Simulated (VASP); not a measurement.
Set up this calculation in VASP 6.6.1, as the native input.

```yaml
Task: single point
Functional: LDA
Potentials_or_basis: VASP PAW LDA potentials, release 64 (H, C, N)
Cutoff: 520 eV
k_mesh: 2 × 2 × 2
Occupations: gaussian, width 0.03 eV
Spin: no spin polarisation
Further_INCAR_settings: ALGO = Fast; EDIFF = 1e-06; NBANDS = 166
```

The structure of HC60N3 (a cell with a defect) lies in POSCAR:

```
HC60N3
1.0
    7.1400000000      0.0000000000      0.0000000000
    0.0000000000      7.1400000000      0.0000000000
    0.0000000000      0.0000000000      7.1400000000
H C N
1 60 3
Direct
    0.5447440000      0.5447440000      0.5447440000
    0.6319130000      0.6319130000      0.6319130000
    0.5014860000      0.7507060000      0.7507060000
    0.7507060000      0.5014860000      0.7507060000
    0.7507060000      0.7507060000      0.5014860000
    0.4950870000      0.2505090000      0.7494590000
    0.4950870000      0.7494590000      0.2505090000
    0.2505090000      0.4950870000      0.7494590000
    0.7494590000      0.4950870000      0.2505090000
    0.2505090000      0.7494590000      0.4950870000
    0.7494590000      0.2505090000      0.4950870000
    0.6235760000      0.3759650000      0.8734240000
    0.6235760000      0.8734240000      0.3759650000
    0.3759650000      0.6235760000      0.8734240000
    0.8734240000      0.6235760000      0.3759650000
    0.3759650000      0.8734240000      0.6235760000
    0.8734240000      0.3759650000      0.6235760000
    0.5050870000      0.2510410000      0.2510410000
    0.2510410000      0.5050870000      0.2510410000
    0.2510410000      0.2510410000      0.5050870000
    0.1273950000      0.6227350000      0.6227350000
    0.6227350000      0.1273950000      0.6227350000
    0.6227350000      0.6227350000      0.1273950000
    0.9999620000      0.4999560000      0.4999560000
    0.4999560000      0.9999620000      0.4999560000
    0.4999560000      0.4999560000      0.9999620000
    0.1278200000      0.3773090000      0.3773090000
    0.3773090000      0.1278200000      0.3773090000
    0.3773090000      0.3773090000      0.1278200000
    0.6239330000      0.8758650000      0.8758650000
    0.8758650000      0.6239330000      0.8758650000
    0.8758650000      0.8758650000      0.6239330000
    0.0011195000      0.7494200000      0.7494200000
    0.7494200000      0.0011195000      0.7494200000
    0.7494200000      0.7494200000      0.0011195000
    0.1237350000      0.3750450000      0.8761320000
    0.1237350000      0.8761320000      0.3750450000
    0.3750450000      0.1237350000      0.8761320000
    0.8761320000      0.1237350000      0.3750450000
    0.3750450000      0.8761320000      0.1237350000
    0.8761320000      0.3750450000      0.1237350000
    0.9987500000      0.2495250000      0.7493430000
    0.9987500000      0.7493430000      0.2495250000
    0.2495250000      0.9987500000      0.7493430000
    0.7493430000      0.9987500000      0.2495250000
    0.2495250000      0.7493430000      0.9987500000
    0.7493430000      0.2495250000      0.9987500000
    0.1237820000      0.1237820000      0.6246850000
    0.1237820000      0.6246850000      0.1237820000
    0.6246850000      0.1237820000      0.1237820000
    0.0017403000      0.2503660000      0.2503660000
    0.2503660000      0.0017403000      0.2503660000
    0.2503660000      0.2503660000      0.0017403000
    0.1249420000      0.8743930000      0.8743930000
    0.8743930000      0.1249420000      0.8743930000
    0.8743930000      0.8743930000      0.1249420000
    0.9999680000      0.9999680000      0.4998950000
    0.9999680000      0.4998950000      0.9999680000
    0.4998950000      0.9999680000      0.9999680000
    0.1254050000      0.1254050000      0.1254050000
    0.9997840000      0.9997840000      0.9997840000
    0.6351560000      0.3648080000      0.3648080000
    0.3648080000      0.6351560000      0.3648080000
    0.3648080000      0.3648080000      0.6351560000
```

The cell was built by a generator and needn't be a form met in nature.

One way to write it, as run:

INCAR

```
  PREC = Accurate
  ENCUT = 520
  EDIFF = 1E-6
  ISMEAR = 0
  SIGMA = 0.03
  LREAL = F
  LASPH = T
  NELM = 60
  ALGO = Fast
  ISIF = 2
  LWAVE = F
  LCHARG = F
  GGA = CA
  NBANDS = 166
```

KPOINTS

```
Automatic mesh
0
Gamma
  2 2 2
```

Potentials or basis: VASP PAW LDA potentials, release 64 (H, C, N).

Launch:

```sh
$ cat potpaw_LDA.64/H/POTCAR potpaw_LDA.64/C/POTCAR potpaw_LDA.64/N/POTCAR > POTCAR
$ mpirun -np 1 vasp_std > vasp.out
```

It gave:

- Pressure: -12.9 GPa
- Largest force: 0.548 eV/Å
- Band gap on the k mesh: 3.63 eV, indirect (least direct gap 3.70 eV)

Caveat: the k mesh is coarse (spacing up to 0.44 Å⁻¹), so the values aren't converged.

Run time: 5.1 min on 1 thread of AMD EPYC 9R45 96-Core Processor (Zen 5), with other jobs on the host, peak memory 0.38 GiB.
